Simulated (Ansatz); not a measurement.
Runs of Ansatz 0.2.0 on MgS (Niningerite). Symmetry: Fm-3m, No. 225, cubic system. Conventional cell: a = 5.203 Å, b = 5.203 Å, c = 5.203 Å, α = 90.00°, β = 90.00°, γ = 90.00°. S (site symmetry m-3m) has 6 Mg at 2.60 Å as nearest neighbours. Mg (site symmetry m-3m) is surrounded by 6 S at 2.60 Å. 

```csv
task,level,potentials or basis,k mesh,cutoff (eV),points for each segment of the path,gap on the mesh (eV),pressure (GPa)
band structure,PBEsol,Ansatz PAW earlier set,9 × 9 × 9,620,14,2.83,(b)
band structure,PBEsol,JTH PAW,9 × 9 × 9,900,14,2.83,-1.0
atomic charges,B3LYP+D3(BJ)+ATM,PseudoDojo stringent (PBE files),5 × 5 × 5,1143,-,4.62,-
single point,PBE,Ansatz PAW soft_1,9 × 9 × 9,420,-,2.92,(a)
```

Alike in all rows: no spin polarisation; cell as given; smearing fermi-dirac 0.05 eV.

Fill in the values left out.

(a) 1.2; (b) -0.9.

Caveats: the k mesh misses the band edges, so the gap on the mesh is wider than the one along the path (some runs); odd divisions of the mesh miss points on the zone boundary, where band edges often lie, so the gap on the mesh can be too wide (some runs); the PAW data sets come from PBE, with cores solved anew for the run's functional, which leaves a small shift of forces and pressure (some runs); the potentials were made for another functional, which shifts forces and pressure (some runs).

Not every run made on this cell is shown here.
